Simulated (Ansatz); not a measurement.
TaN:

```xyz
4
Lattice="2.9218 0.0000 0.0000 -1.4609 2.5303 0.0000 0.0000 0.0000 5.9165" Properties=species:S:1:pos:R:3 pbc="T T T"
Ta    0.0000    0.0000    2.9583
Ta    0.0000    0.0000    0.0000
N     0.0000    1.6869    1.4791
N     1.4609    0.8434    4.4374
```

The cell comes from a database or a generator and needn't be the stable form of this composition.

```yaml
Program: Ansatz 0.2.0
Task: relaxation of cell and atoms
Functional: RPBE
Dispersion: D4
Potentials_or_basis: Ansatz PAW
Cutoff: "420 eV (not typed: the program's choice for these potentials)"
k_mesh: 10 × 10 × 5
Occupations: fermi-dirac, width 0.05 eV
Spin: no spin polarisation
```

At the start: volume 10.94 Å³/atom.

Problem. Where does the relaxation end?

Solution. It ends after 6 steps and the volume is 10.72 Å³/atom (-2.0 %); space group P6_3/mmc (No. 194, to 0.05 Å).

The path:
| step | energy change (eV) | largest force (eV/Å) | volume (Å³) |
| --- | --- | --- | --- |
| 1 | 0.0000 | 0.0000 | 43.74 |
| 2 | -0.0195 | 0.0000 | 42.90 |
| 3 | -0.0196 | 0.0000 | 42.88 |
| 4 | -0.0176 | 0.0000 | 42.88 |
| 5 | -0.0176 | 0.0000 | 42.87 |
| 6 | -0.0176 | 0.0000 | 42.87 |

Final structure:
```cif
data_structure
_symmetry_space_group_name_H-M 'P 1'
_symmetry_Int_Tables_number 1
_cell_length_a 2.8997
_cell_length_b 2.8997
_cell_length_c 5.8878
_cell_angle_alpha 90.000
_cell_angle_beta 90.000
_cell_angle_gamma 120.000
_cell_volume 42.87
loop_
_atom_site_label
_atom_site_type_symbol
_atom_site_fract_x
_atom_site_fract_y
_atom_site_fract_z
_atom_site_occupancy
Ta1 Ta 0.00000 0.00000 0.50000 1
Ta2 Ta 0.00000 0.00000 0.00000 1
N1 N 0.33333 0.66667 0.25000 1
N2 N 0.66667 0.33333 0.75000 1
```

Caveat: the plane-wave basis is chosen anew once the cell has moved, so the energies of steps on either side of that aren't comparable; the pressure holds a Pulay correction of +0.4 GPa for the finite cutoff; pairwise dispersion overbinds metals, which lowers pressure and volume; the PAW data sets come from PBE, with cores solved anew for the run's functional, which leaves a small shift of forces and pressure.
